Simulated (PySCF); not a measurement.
Structure with atom numbers: `[CH:1]#[C:2][c:3]1[cH:4][cH:5][cH:6][cH:7][cH:8]1`. Each H is labelled by its parent atom.

Non-relativistic, averaged over atoms made equivalent by symmetry, fast rotation or ring inversion, in vacuum, one computed conformer. Coordinates at the GFN2-xTB level; GIAO PBE0/pcSseg-1 shieldings; PySCF.

List the cross peaks expected in HSQC, COSY and HMBC spectra.

Results:



HSQC (one-bond C–H):
```tsv
δH	δC
7.90 (H(C4)/H(C8))	139.6 (C4/C8)
7.63 (H(C5)/H(C7))	133.8 (C5/C7)
7.61 (H(C6))	134.0 (C6)
2.81 (H(C1))	87.4 (C1)
```

COSY cross peaks (H two or three bonds apart, from the bond graph; peaks can be absent where the dihedral angle is near 90°):
```tsv
δH	δH
7.90 (H(C4)/H(C8))	7.63 (H(C5)/H(C7))
7.63 (H(C5)/H(C7))	7.61 (H(C6))
```

HMBC (two and three bonds, from the bond graph):
```tsv
δH	δC
7.90 (H(C4)/H(C8))	139.6 (C4/C8), 134.0 (C6), 133.8 (C5/C7), 126.9 (C3), 89.2 (C2)
7.63 (H(C5)/H(C7))	139.6 (C4/C8), 134.0 (C6), 133.8 (C5/C7), 126.9 (C3)
7.61 (H(C6))	139.6 (C4/C8), 133.8 (C5/C7)
2.81 (H(C1))	126.9 (C3), 89.2 (C2)
```

Chemical shifts δ = σref − σ; ¹H (σref 31.72), ¹³C (σref 186.93) vs TMS, all at this level.

Shifts are as computed. Against solution values, carbons near 30 ppm lie about +3 ppm off and those near 130 ppm about +5 ppm. Of 246 compounds with measured shifts, 49 miss one by over three times the rms of a fit or turn the order of signals round; such compounds aren't used in these exercises.
